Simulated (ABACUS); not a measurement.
Na:

```xyz
2
Lattice="3.7670 0.0000 0.0000 -1.8835 3.2623 0.0000 0.0000 0.0000 6.1540" Properties=species:S:1:pos:R:3 pbc="T T T"
Na    1.8835    1.0874    4.6155
Na    0.0000    2.1749    1.5385
```

This isn't the form of Na at room conditions, which is bcc.

- Program: ABACUS 3.10.1
- Task: single point
- Functional: PBE
- Potentials or basis: PseudoDojo NC SR 0.4.1 PBE standard
- Cutoff: 1211 eV
- Density cutoff: 4844 eV
- Basis: plane waves
- k mesh: 8 × 8 × 5
- Occupations: fermi-dirac, width 0.05 eV
- Spin: no spin polarisation

On this cell: pressure -0.1 GPa; largest force under 0.003 eV/Å; band gap on the k mesh none (metal or under the smearing width).

The same run follows on a disturbed copy (atoms moved at random, drawn with an rms of 0.05 Å):

```xyz
2
Lattice="3.7670 0.0000 0.0000 -1.8835 3.2623 0.0000 0.0000 0.0000 6.1540" Properties=species:S:1:pos:R:3 pbc="T T T"
Na    1.8594    1.0563    4.6149
Na   -0.0238    2.1484    1.5266
```

Q: What does the disturbed cell give?

A: The energy (extrapolated to zero smearing) moves by +0.3 meV/atom; pressure -0.1 GPa; largest force 0.009 eV/Å; band gap on the k mesh none (metal or under the smearing width).

Forces on the atoms (eV/Å):
```
Na  -0.001  0.000 -0.009
Na   0.001  0.000  0.009
```

Stress tensor (GPa, compression positive):
```
-0.06  0.00  0.00
 0.00 -0.06  0.00
 0.00  0.00 -0.30
```
